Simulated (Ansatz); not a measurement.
# Zr: a sweep of the smearing

How much do the results for Zr depend on the smearing?

Method: DFT, PBE, all-electron LAPW, scalar-relativistic, in Ansatz 0.2.0.

## Step 1: The structure to begin with

It takes space group Fm-3m (No. 225, cubic). The conventional cell has a = 4.510 Å, b = 4.510 Å, c = 4.510 Å, α = 90.00°, β = 90.00°, γ = 90.00°. Around Zr (site symmetry m-3m) lie 12 Zr at 3.19 Å.

As a file:

```cif
data_structure
_symmetry_space_group_name_H-M 'P 1'
_symmetry_Int_Tables_number 1
_cell_length_a 3.1891
_cell_length_b 3.1891
_cell_length_c 3.1891
_cell_angle_alpha 60.000
_cell_angle_beta 60.000
_cell_angle_gamma 60.000
_cell_volume 22.93
loop_
_atom_site_label
_atom_site_type_symbol
_atom_site_fract_x
_atom_site_fract_y
_atom_site_fract_z
_atom_site_occupancy
Zr1 Zr 0.00000 0.00000 0.00000 1
```

The geometry is a database entry used as it stands. It may stem from high pressure or temperature, or be incomplete, so it serves as a test cell.

## Step 2: With Fermi–Dirac smearing of 0.28 eV

The input, input.yaml:

```yaml
crystal:
  lattice:
    - [0.0, 2.255, 2.255]
    - [2.255, 0.0, 2.255]
    - [2.255, 2.255, 0.0]
  atoms:
    - { symbol: Zr, position: [0.0, 0.0, 0.0] }
kpoints:
  mp_grid: { grid: [16, 16, 16] }
scf:
  occupations: { method: fermi_dirac, width: 0.28 }
hamiltonian:
  xc: pbe
  pseudopotentials: { kind: all_electron, lapw: { basis_error: 0.001 } }
output:
  forces: true
  stress: true
  eigenvalues: true
```

## Step 3: With Gaussian smearing of 0.2 eV

Changes to input.yaml since step 2:

```diff
@@ -10,3 +10,3 @@
 scf:
-  occupations: { method: fermi_dirac, width: 0.28 }
+  occupations: { method: gaussian, width: 0.2 }
 hamiltonian:
```

## Step 4: With Fermi–Dirac smearing of 0.01 eV

Changes to input.yaml since step 3:

```diff
@@ -10,3 +10,3 @@
 scf:
-  occupations: { method: gaussian, width: 0.2 }
+  occupations: { method: fermi_dirac, width: 0.01 }
 hamiltonian:
```

## Step 5: With Gaussian smearing of 0.05 eV

Changes to input.yaml since step 4:

```diff
@@ -10,3 +10,3 @@
 scf:
-  occupations: { method: fermi_dirac, width: 0.01 }
+  occupations: { method: gaussian, width: 0.05 }
 hamiltonian:
```

## Step 6: With tetrahedron filling

Changes to input.yaml since step 5:

```diff
@@ -10,3 +10,3 @@
 scf:
-  occupations: { method: gaussian, width: 0.05 }
+  occupations: { method: tetrahedron }
 hamiltonian:
```

(Steps that only read results are left out.)

What does the calculation give? Wanted: pressure, lowest to highest.

The runs gave:

```
                                                                       quantity                                           value
largest change of energy from «Fermi–Dirac smearing of 0.28 eV» (zero smearing)  7.7 meV/atom (Fermi–Dirac smearing of 0.01 eV)
                                             pressure, lowest to highest (LAPW)                                0.91 to 2.70 GPa
```

What this shows: Across the runs the energy spans 7.7 meV/atom. The pressure spans 1.79 GPa (LAPW, the tetrahedron run left out, since its derivatives are unreliable).
